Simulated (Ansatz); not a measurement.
# 1T-VBrI monolayer in a perpendicular field, part 2 of 2

Aim: how the 1T-VBrI monolayer screens a field along its normal, and what the field does to its bands. A positive field points along +c.

Ansatz 0.2.0; plane-wave DFT, PBE-D3(BJ), Ansatz PAW.

So far. Step 2 (Relaxing the slab): The lattice constant a goes from 3.908 to 3.918 Å.

### Step 3. Single point, field 0

A sawtooth potential applies the field, turning back in the middle of the vacuum. With the dipole correction the typed value is the field outside the slab. The induced dipole is small, so the SCF threshold is tight.

The cell differs from the one that the last finished run ended in (c 37.398 → 21.042 Å).

Contents of input.yaml:

```yaml
crystal:
  lattice:
    - [3.9181041018, 0.0, 0.0]
    - [-1.9590520509, 3.3931776868, 0.0]
    - [0.0, 0.0, 21.0420380806]
  atoms:
    - { symbol: I, position: [0.6666666667, 0.3333333333, 0.4277152225], spin: -0.03 }
    - { symbol: V, position: [0.0, 0.0, 0.5057230365], spin: 2.55 }
    - { symbol: Br, position: [0.3333333333, 0.6666666667, 0.5722847775], spin: -0.01 }
magnetization:
  spin_polarized: true
kpoints:
  mp_grid: { grid: [12, 12, 1] }
  band_path:
    path: [[0, 0, 0], [0.5, 0, 0], [0.33333333, 0.33333333, 0], [0, 0, 0]]
    npoints: 16
hamiltonian:
  xc: pbe
  dispersion: d3bj
scf:
  occupations: { method: fermi_dirac, width: 0.02585 }
  convergence: { dr2_threshold: 1.0e-10 }
efield:
  axis: 3
  dipole_correction: true
  ramp_position: 0.97
  ramp_width: 0.06
  amplitude: 0
output:
  dos: { projected: true, e_range: [-6, 5] }
  write_potential: true
  write_density: true
  volumetric_format: npy
  elf: true
```

Run with:

```sh
$ ansatz run input.yaml --threads 2 --pin off --max-ram 3072MiB --backend cpu --events-out ev --progress --plain --runs-dir out
```

Numbers of over 12 decimals in the logs are rounded to 6 here.

The program printed:

```text
[...]
Crystal: 3 atoms, lattice volume = 279.750 Å³
Basis set: ecut = 420 eV, 5531 PW (Γ)
Bands: 24, of which v1, the nominal top of the filled ones, is band 19 counted from 1 (18 counted from 0)
Symmetry: 6 space group operations
k-points: 19 of 144 (time reversal used)
[...]
Starting moments: Σ|m| = 2.59 μB on 3 of 3 sites
[...]
SCF iter   1: F=—  HF=-13209.959603 eV  |F-HF|=—  |Δ(HF+E_count)|=         —  Δρ=2.15e-2 (↑2.15e-2 ↓5.49e-3)  dr2=1.56e0  dr2_m=3.66e-1  M=3.000 μB ∫|m|=3.209 μB  β_m=1.00  ethr=3.10e-3  p=-0.000 e·Å  D=-4.65e-7 V/Å  ΔV_dip=0.00 eV  dr2_dipole=1.02e-2  V_vac-E_F(+/−)=4.43/4.43 eV  ⟨swp⟩=12.3  Hψ=5958  notcnv=0
[...]
efield: sawtooth ramp at fractional position 0.9700 (set: `efield.ramp_position`, or a place that a band, a saddle search or an elastic batch's reference lends), width 0.0600; the density the first Hamiltonian is built on has a dipole p = -0.000 e·Å; the dipole correction subtracts the counter field D = -4.65e-7 V/Å, which shifts the + side's vacuum level by +0.00 eV against the − side's; the planar-averaged density in the ramp window peaks in size at 7.3e-6 e/Å³
[...]
SCF iter   2: F=—  HF=-13210.601654 eV  |F-HF|=—  |Δ(HF+E_count)|=   6.42e-1  Δρ=6.52e-3 (↑6.52e-3 ↓6.06e-3)  dr2=2.71e-1  dr2_m=1.52e-2  M=3.000 μB ∫|m|=3.193 μB  β_m=1.00  ethr=3.10e-3  p=-0.024 e·Å  D=-1.53e-2 V/Å  ΔV_dip=0.32 eV  dr2_dipole=3.26e-5  V_vac-E_F(+/−)=4.09/3.77 eV  ⟨swp⟩=3.7  Hψ=2042  notcnv=0  defer=36  κ⁻¹=1.0e0(r=1)
density mixer auto → broyden: gapped, with many states about μ (density of states about μ 0.49 of a free-electron gas's, 42 screened modes)
SCF iter   3: F=—  HF=-13210.947675 eV  |F-HF|=—  |Δ(HF+E_count)|=         —  Δρ=4.88e-3 (↑4.88e-3 ↓3.98e-3)  dr2=9.50e-2  dr2_m=2.24e-3  M=3.000 μB ∫|m|=3.137 μB  β_m=1.00  ethr=7.31e-4  p=-0.025 e·Å  D=-1.61e-2 V/Å  ΔV_dip=0.34 eV  dr2_dipole=9.15e-4  V_vac-E_F(+/−)=3.47/3.13 eV  ⟨swp⟩=2.8  Hψ=1266  notcnv=0  defer=36  κ⁻¹=1.0e0(r=1)
[...]
SCF iter  16: F=-13211.166521 eV  HF=-13211.166521 eV  |F-HF|=1.46e-11  |Δ(HF+E_count)|=  4.51e-10  Δρ=3.60e-8 (↑3.60e-8 ↓3.36e-8)  dr2=1.81e-11  dr2_m=1.91e-13  M=3.000 μB ∫|m|=3.180 μB  ethr=1.00e-12  p=-0.027 e·Å  D=-1.76e-2 V/Å  ΔV_dip=0.37 eV  dr2_dipole=8.09e-13  V_vac-E_F(+/−)=4.03/3.66 eV  ⟨swp⟩=6.6  Hψ=3337  notcnv=0
SCF 1 converged in 16 iterations: F = -13211.166521 eV  dr2 = 1.81e-11
[...]
this state was not tested for a lower state beside it, because the mixer in use, unlike msr1, does not test its closes by its own steps (another_mixer; see scf.mixing.algorithm and scf.lower_state_search)
NSCF: frozen V_eff on 49 k-points
efield: sawtooth ramp at fractional position 0.9700 (kept from the solve that this one continues, or follows in the run), width 0.0600; the density the first Hamiltonian is built on has a dipole p = -0.027 e·Å; the dipole correction subtracts the counter field D = -1.76e-2 V/Å, which shifts the + side's vacuum level by +0.37 eV against the − side's; the planar-averaged density in the ramp window peaks in size at 6.7e-6 e/Å³
SCF converged after 16 iterations
Magnetization: 3.0000 μB (20.0000 up, 17.0000 down)
Absolute magnetization: 3.1816 μB (∫|ρ↑−ρ↓|, with the PAW one-centre terms)
[...]
Per-site moments (μB) at R_I (Å): [(-0.031944, 1.152900), (2.550917, 1.097502), (-0.014550, 1.097502)]
Free energy (F): -13211.166521 eV
[...]
Internal energy: -13211.166521 eV  (E = F + TS)
E sigma→0 (E₀):  -13211.166521 eV
Fermi energy:    -0.138760 eV
Dipole field:    D = -0.017564 V/Å  (p = -0.027153 e·Å, saw-weighted, corrected)
Work function:   Φ+ = 4.0265 eV   Φ− = 3.6569 eV
Levels:          The Fermi level and band energies are counted from a zero that moves with the ramp; work functions are not
[...]
--- Band table (eV; the first three rows and the last of 38) ---
  k-point 0 ↑: bands = [... 15 lower, -2.7218, -2.7218, -1.3619, -1.3619, -1.1117, 0.9346, 0.9346, 1.9953, ... 1 higher]
  k-point 1 ↑: bands = [... 15 lower, -3.0977, -2.8473, -1.3371, -1.2676, -1.0203, 0.7322, 0.9019, 2.2438, ... 1 higher]
  k-point 2 ↑: bands = [... 15 lower, -3.4081, -3.1177, -1.3807, -1.0928, -0.8692, 0.4865, 0.8455, 2.8006, ... 1 higher]
  k-point 18 ↓: bands = [... 15 lower, -4.2405, -3.9365, 1.5453, 1.7051, 1.7153, 1.8984, 2.1843, 4.4980, ... 1 higher]
```

Elapsed: 71 s, on 2 threads of AMD EPYC (Zen 3), shared host; peak memory 0.69 GiB; 2.3 min of CPU time.

The column dr2 measures how far the density is from self-consistency, as an energy; F and HF (Harris–Foulkes) agree once it is small.

This step gave:

* gap on the k-mesh: 1.250 eV
* dipole along the normal: -0.02715 e·Å
* gap along the path: 1.227 eV
* step between the vacuum levels: 0.3696 eV
* ionisation energy, upper face: 4.658 eV
* electron affinity, upper face: 3.431 eV
* ionisation energy, lower face: 4.288 eV
* gap, the smaller of path and mesh: 1.227 eV

Running mean over a fixed 2.8 Å (it still follows the layers) of the planar mean; the ramp of the sawtooth is left out. Table of electron's electrostatic potential energy less the Fermi level by z:

| z (Å) | electron's electrostatic potential energy less the Fermi level (eV) |
| --- | --- |
| 2.92 | 3.66 |
| 3.36 | 3.66 |
| 3.80 | 3.66 |
| 4.09 | 3.66 |
| 4.53 | 3.66 |
| 4.97 | 3.65 |
| 5.41 | 3.65 |
| 5.85 | 3.62 |
| 6.14 | 3.57 |
| 6.58 | 3.32 |
| 7.01 | 2.54 |
| 7.45 | 1.41 |
| 7.89 | 0.290 |
| 8.33 | -1.02 |
| 8.62 | -1.91 |
| 9.06 | -3.28 |
| 9.50 | -4.44 |
| 9.94 | -4.98 |
| 10.37 | -5.63 |
| 10.67 | -6.30 |
| 11.11 | -6.86 |
| 11.54 | -6.30 |
| 11.98 | -4.94 |
| 12.42 | -3.40 |
| 12.71 | -2.37 |
| 13.15 | -0.547 |
| 13.59 | 1.64 |
| 14.03 | 3.29 |
| 14.47 | 3.85 |
| 14.90 | 3.98 |
| 15.20 | 4.01 |
| 15.64 | 4.02 |
| 16.07 | 4.03 |
| 16.51 | 4.03 |
| 16.95 | 4.03 |
| 17.24 | 4.03 |
| 17.68 | 4.03 |
| 18.12 | 4.03 |

The density of states has structure finer than the step of the table below, so its rows give means over 0.2 eV, whole bins alone (the curve runs from -6 to 2.57 eV). Peaks (eV: height): total -5.67: 8.62, -5.50: 7.69, -4.48: 8.68, -3.77: 7.67, -0.76: 8.10, -0.68: 17.5, 0.67: 8.56; up -5.67: 7.21, -4.70: 4.30, -4.57: 6.25, -1.20: 6.05, -0.76: 8.10, -0.68: 17.5, 0.67: 8.56; down -5.50: 6.61, -4.37: 6.56, -4.29: 6.64, 1.77: 6.55, 1.91: 7.28, 2.08: 6.29, 2.38: 5.72.

The density of states by energy, zero at the Fermi level of the run, which the smearing sets inside the gap; means over each step; values in states/eV a cell:

```
energy (eV)  total      up   down
       -5.8   3.72    2.23   1.49
       -5.6   5.71    2.38   3.33
       -5.4   2.74   0.951   1.79
       -5.2   1.68   0.760  0.916
       -5.0   1.64   0.846  0.793
       -4.8   2.46    1.55  0.913
       -4.6   5.98    4.36   1.62
       -4.4   6.76    1.98   4.78
       -4.2   3.07    1.19   1.88
       -4.0   2.60    1.48   1.12
       -3.8   4.59    2.31   2.27
       -3.6   4.62    2.10   2.52
       -3.4   3.97    1.67   2.30
       -3.2   2.33    1.03   1.30
       -3.0   1.09   0.466  0.621
       -2.8  0.787   0.303  0.483
       -2.6  0.379  0.0984  0.280
       -2.4      0       0      0
       -2.2      0       0      0
       -2.0      0       0      0
       -1.8      0       0      0
       -1.6      0       0      0
       -1.4   1.31    1.31      0
       -1.2   3.23    3.23      0
       -1.0   1.39    1.39      0
       -0.8   4.56    4.56      0
       -0.6   4.17    4.17      0
       -0.4      0       0      0
       -0.2      0       0      0
        0.0      0       0      0
        0.2      0       0      0
        0.4      0       0      0
        0.6   2.39    2.39      0
        0.8   3.20    2.48  0.721
        1.0   4.39    3.27   1.11
        1.2   3.40    1.56   1.84
        1.4   1.30       0   1.30
        1.6   2.04       0   2.04
        1.8   5.18       0   5.18
        2.0   4.69       0   4.69
        2.2   4.17  0.0466   4.12
        2.4   3.42   0.124   3.30
```

Projected DOS per atom over height of the atomic layer and energy from the Fermi level. Layers: I V Br from below.

Ten even steps from '_' (0.00 states/eV) to '@' (4.18 states/eV), each cell a mean:
```
__==__
__@@__
__**__
__++__
..##__
__..__
______
______
__@@__
__++__
__..__
______
______
______
::____
**__::
**....
--..++
--..##
____::
--__==
--..==
```
Columns: height of the atomic layer (Å) from 9 to 12.0 (not evenly spaced); rows upwards: energy from the Fermi level (eV) from -5.96 to 2.59.

Projected DOS per atom, spin up over height of the atomic layer and energy from the Fermi level. Layers: I V Br from below.

Ten even steps from '_' (0.00 states/eV) to '@' (4.18 states/eV), each cell a mean:
```
______
______
______
__::__
..++__
__..__
______
______
__@@__
__++__
__..__
______
______
______
______
::__..
--____
..__..
::..==
____..
____..
::__::
```
Columns: height of the atomic layer (Å) from 9 to 12.0 (not evenly spaced); rows upwards: energy from the Fermi level (eV) from -5.96 to 2.59.

Projected DOS per atom, spin down over height of the atomic layer and energy from the Fermi level. Layers: I V Br from below.

Values in states/eV, 22 rows by 3 columns, each cell a mean:
```
0.15 2.02 0.12
0.22 3.94 0.22
0.15 2.81 0.11
0.03 1.46 0.02
0.01 0.70 0.02
0.00 0.00 0.00
0.00 0.00 0.00
0.00 0.00 0.00
0.00 0.00 0.00
0.00 0.00 0.00
0.00 0.00 0.00
0.00 0.00 0.00
0.00 0.00 0.00
0.27 0.02 0.05
0.61 0.06 0.16
1.58 0.16 0.54
1.27 0.17 0.32
0.75 0.29 1.88
0.51 0.14 1.21
0.18 0.07 0.57
0.98 0.17 1.22
0.50 0.22 0.79
```
Columns: height of the atomic layer (Å) from 9 to 12.0 (not evenly spaced); rows upwards: energy from the Fermi level (eV) from -5.96 to 2.59.

Deep bands are left out, so band numbers here count from the lowest band kept and differ from the log's. Electronic bands along the path, in eV, zero at the Fermi level of the run, which the smearing sets inside the gap; # counts the bands kept:

```
  point  up #8  up #9  up #10  up #11  down #7  down #8  down #9  down #10
      Γ  -1.22  -0.97    1.07    1.07     1.25     1.25     1.55      2.26
halfway  -0.82  -0.65    0.63    0.97     1.00     1.76     1.89      2.00
      M  -0.73  -0.69    1.05    1.19     0.72     1.91     2.11      2.48
halfway  -0.76  -0.68    0.75    1.17     1.20     1.77     2.03      2.24
      K  -0.79  -0.65    0.67    1.08     1.68     1.84     1.85      2.04
halfway  -0.88  -0.63    0.67    0.83     1.40     1.53     1.77      1.97
      Γ  -1.22  -0.97    1.07    1.07     1.25     1.25     1.55      2.26
```

Spin density in the ca plane at fractional y = 0.000, with atoms of V within 0.2 Å of it.

Values in e/Å³, 6 rows by 16 columns, each cell a mean:
```
0.0 0.0 0.0 0.0 0.0 0.0 0.2 1.1 0.2 0.0 0.0 0.0 0.0 0.0 0.0 0.0
0.0 0.0 0.0 0.0 0.0 0.0 0.0 0.1 0.0 0.0 0.0 0.0 0.0 0.0 0.0 0.0
0.0 0.0 0.0 0.0 0.0 0.0 0.0 0.0 0.0 0.0 0.0 0.0 0.0 0.0 0.0 0.0
0.0 0.0 0.0 0.0 0.0 0.0 0.0 0.0 0.0 0.0 0.0 0.0 0.0 0.0 0.0 0.0
0.0 0.0 0.0 0.0 0.0 0.0 0.0 0.3 0.1 0.0 0.0 0.0 0.0 0.0 0.0 0.0
0.0 0.0 0.0 0.0 0.0 0.0 0.3 1.7 0.3 0.0 0.0 0.0 0.0 0.0 0.0 0.0
```
Columns run along c (16.0 Å, from fractional 0.16 to 0.92 of the cell), rows up along a (3.9 Å). Atoms in or near the plane, at fractional coordinates: V at (0.51, 0.00).

ELF in the ca plane at fractional y = 0.000, with atoms of V within 0.2 Å of it. It is the smooth field of the valence electrons, not physical close to the nuclei.

Ten even steps from '0' (0.00) to '9' (0.76), each cell a mean:
```
00000000000000000001124899731100000000000000
00000000000000000123321476212210000000000000
00000000000000013567873121146653100000000000
00000000000000136899997312489986410000000000
00000000000000257999888412699997521000000000
00000000000000247999897412589997420000000000
00000000000000124788985211368865210000000000
00000000000000001345642243124431000000000000
00000000000000000011222698521100000000000000
00000000000000000000126999942100000000000000
```
Columns run along c (16.0 Å, from fractional 0.09 to 0.85 of the cell), rows up along a (3.9 Å). Atoms in or near the plane, at fractional coordinates: V at (0.51, 0.00).

Electrostatic potential energy in the ca plane at fractional y = 0.000, with atoms of V within 0.2 Å of it. With pseudopotentials it is smooth inside the atoms' cores, unlike the true potential.

Ten even steps from '0' (-24 eV) to '9' (4 eV), each cell a mean:
```
99999999999999999999872000048999999999999999
99999999999999999999885100278999999999999999
99999999999999999998887666788999999999999999
99999999999999999987778888888899999999999999
99999999999999999876568899887789999999999999
99999999999999999876678888887889999999999999
99999999999999999988788877888899999999999999
99999999999999999999887422578999999999999999
99999999999999999999873000068999999999999999
99999999999999999999871000048999999999999999
```
Columns run along c (16.0 Å, from fractional 0.09 to 0.85 of the cell; values clipped at the 3rd and 97th percentile), rows up along a (3.9 Å). Atoms in or near the plane, at fractional coordinates: V at (0.51, 0.00).

The gap is 1.23 eV, with the valence edge 4.66 eV and the conduction edge 3.43 eV under the upper vacuum level. Spin-orbit coupling, left out in this run, matters for the bands of elements this heavy.

### Step 4. Atoms held, field 0.1 V/Å

Changes to input.yaml since step 3:

```diff
@@ -25,7 +25,6 @@
   dipole_correction: true
-  ramp_position: 0.97
-  ramp_width: 0.06
-  amplitude: 0
+  ramp_position: 0.9287
+  ramp_width: 0.1426
+  amplitude: 0.1
 output:
-  dos: { projected: true, e_range: [-6, 5] }
   write_potential: true
@@ -33,2 +32 @@
   volumetric_format: npy
-  elf: true
```

The program printed:

```text
[...]
Crystal: 3 atoms, lattice volume = 279.750 Å³
Basis set: ecut = 420 eV, 5531 PW (Γ)
Bands: 24, of which v1, the nominal top of the filled ones, is band 19 counted from 1 (18 counted from 0)
Symmetry: 6 space group operations
k-points: 19 of 144 (time reversal used)
[...]
Starting moments: Σ|m| = 2.59 μB on 3 of 3 sites
[...]
k-point 1 ↑: bands = [... 15 lower, -3.1181, -2.8672, -1.3491, -1.2798, -1.0312, 0.7199, 0.8888, 2.2063, ... 1 higher]
  k-point 2 ↑: bands = [... 15 lower, -3.4228, -3.1389, -1.3924, -1.1051, -0.8807, 0.4745, 0.8325, 2.7236, ... 1 higher]
  k-point 18 ↓: bands = [... 15 lower, -4.2374, -3.9662, 1.5347, 1.6909, 1.6982, 1.8861, 2.1756, 4.4565, ... 1 higher]
[key lines of the parts left out:]
SCF converged after 15 iterations
Magnetization: 3.0000 μB (20.0000 up, 17.0000 down)
Free energy (F): -13211.165604 eV
Fermi energy:    -0.151195 eV
Dipole field:    D = 0.005704 V/Å  (p = 0.008819 e·Å, saw-weighted, corrected)
```

Run time: 75 s. Hardware: 2 threads; peak memory 0.69 GiB; 2.3 min of CPU time.

The dipole is 0.00882 e·Å, 0.0360 e·Å from its value without field, and the gap 1.226 eV.

### Step 5. Atoms held, field -0.1 V/Å

Changes to input.yaml since step 4:

```diff
@@ -27,3 +27,3 @@
   ramp_width: 0.1426
-  amplitude: 0.1
+  amplitude: -0.1
 output:
```

The program printed:

```text
[...]
Crystal: 3 atoms, lattice volume = 279.750 Å³
Basis set: ecut = 420 eV, 5531 PW (Γ)
Bands: 24, of which v1, the nominal top of the filled ones, is band 19 counted from 1 (18 counted from 0)
Symmetry: 6 space group operations
k-points: 19 of 144 (time reversal used)
[...]
Starting moments: Σ|m| = 2.59 μB on 3 of 3 sites
[...]
k-point 1 ↑: bands = [... 15 lower, -3.0782, -2.8283, -1.3260, -1.2564, -1.0103, 0.7435, 0.9141, 2.2514, ... 1 higher]
  k-point 2 ↑: bands = [... 15 lower, -3.3940, -3.0974, -1.3700, -1.0815, -0.8587, 0.4972, 0.8575, 2.8197, ... 1 higher]
  k-point 18 ↓: bands = [... 15 lower, -4.2439, -3.9076, 1.5549, 1.7184, 1.7312, 1.9099, 2.1918, 4.5361, ... 1 higher]
[key lines of the parts left out:]
SCF converged after 16 iterations
Magnetization: 3.0000 μB (20.0000 up, 17.0000 down)
Free energy (F): -13211.171034 eV
Fermi energy:    -0.127373 eV
Dipole field:    D = -0.040816 V/Å  (p = -0.063101 e·Å, saw-weighted, corrected)
```

It took 85 s on 2 threads; peak memory 0.69 GiB.

The dipole is -0.0631 e·Å, -0.0359 e·Å from its value without field, and the gap 1.227 eV.

### Step 6. Response, atoms held

This step: plane-wave DFT, PBE-D3(BJ), Ansatz PAW; response to a field along the normal, atoms held (Ansatz 0.2.0).

The dipoles give the slope, and the difference of two potentials shows where the field is screened.

Numbers from this step:

```
equivalent conductor thickness p/(ε₀AE) : 4.894 Å
distance between the outer atoms        : 3.042 Å
```

Dipole of the cell against applied field:

```
applied field (V/Å)  dipole of the cell (e·Å)
            -0.1000                   -0.0631
             0.0000                   -0.0272
             0.1000                   0.00882
```

The total moment stays at 3 μB for applied field from -0.1 to 0.1 V/Å.

Local field over the applied field, running mean. From the potentials at -0.1 and 0.1 V/Å; running mean over 2.5 Å. Table of local field over applied field by z:

```
z (Å)  local field over applied field
  4.5                           0.998
  5.0                           0.994
  5.5                           0.983
  6.0                           0.955
  6.5                           0.888
  7.0                           0.767
  7.5                           0.606
  8.0                           0.430
  8.5                           0.266
  9.0                           0.155
  9.5                           0.116
 10.0                           0.116
 10.5                           0.123
 11.0                           0.142
 11.5                           0.174
 12.0                           0.236
 12.5                           0.354
 13.0                           0.515
 13.5                           0.682
 14.0                           0.828
 14.5                           0.926
 15.0                           0.973
 15.5                           0.991
 16.0                           0.997
 16.5                           0.999
```

Electrons, planar mean, per unit field. Table of induced electron density by z:

z (Å), induced electron density (e/Å³ per V/Å) and a bar from the least value:
```
     4.09    0.00000 ################
     4.53    0.00001 ################
     4.97    0.00002 ################
     5.41    0.00006 ################
     5.85    0.00016 ################
     6.28    0.00038 #################
     6.72    0.00087 ####################
     7.16    0.00183 ########################
     7.60    0.00309 ##############################
     8.04    0.00314 ##############################
     8.48    0.00137 ######################
     8.91    0.00123 #####################
     9.35    0.00005 ################
     9.79   -0.00095 ###########
    10.23   -0.00125 ##########
    10.81    0.00024 #################
    11.25    0.00125 #####################
    11.69   -0.00030 ##############
    12.13   -0.00119 ##########
    12.57   -0.00213 ######
    13.01   -0.00340 
    13.44   -0.00245 ####
    13.88   -0.00121 ##########
    14.32   -0.00052 #############
    14.76   -0.00020 ###############
    15.20   -0.00008 ###############
    15.64   -0.00003 ###############
    16.07   -0.00001 ################
    16.51    0.00000 ################
    16.95    0.00000 ################
```

By hand: between -0.1 and 0.1 V/Å the dipole changes by 0.07192 e·Å, a slope of 0.3596 e·Å²/V. A perfect conductor of thickness t has p = ε₀AEt, so t = 180.95 × 0.3596 / 13.295 = 4.89 Å (e/ε₀ = 180.95 V·Å, A in Å²).

The induced dipole is that of a conductor 4.89 Å thick.

### Step 7. Results

| Item | Value |
| --- | --- |
| gap without field | 1.23 eV |
| ionisation energy, upper face | 4.66 eV |
| electron affinity, upper face | 3.43 eV |
| step between the vacuum levels | 0.370 eV |
| equivalent conductor thickness, atoms held | 4.89 Å |

**Reading.** The induced dipole equals that of a perfect conductor 4.89 Å thick, while the outer atoms lie 3.04 Å apart; an out-of-plane ε follows only once a thickness t is chosen, by 1 − 1/ε = 4.89 Å / t. The two faces differ: the vacuum level above lies 0.37 eV higher than the one below. The gap stays within 0.01 eV of 1.23 eV over the fields run, up to 0.1 V/Å in size. Semilocal functionals give gaps that are too small, and excitons are not included. The magnetic order is the one reached from the typed start; other orders were not compared. Spin-orbit coupling is left out, which matters for the bands of elements this heavy.

[Logs are printed without paths, hosts, clocks, repeated set-up lines and the standing remarks that a program may print on its own settings, such as how far it seeks lower states.]

[Hosts, paths, dates, database ids (printed as entryN), source tags and the programs' standing remarks are cut or masked in the printed files.]

[Maps of the electrostatic potential energy from Ansatz leave out the sawtooth potential of an applied field or a dipole correction, so their vacuum need not be flat; planar profiles and work functions include it.]

[The density of states shown here was stored with 400 of the rows of the run's finer table, so its peaks can read low, often by over a quarter, or be missed, and its means over a window can be off by a tenth or more.]
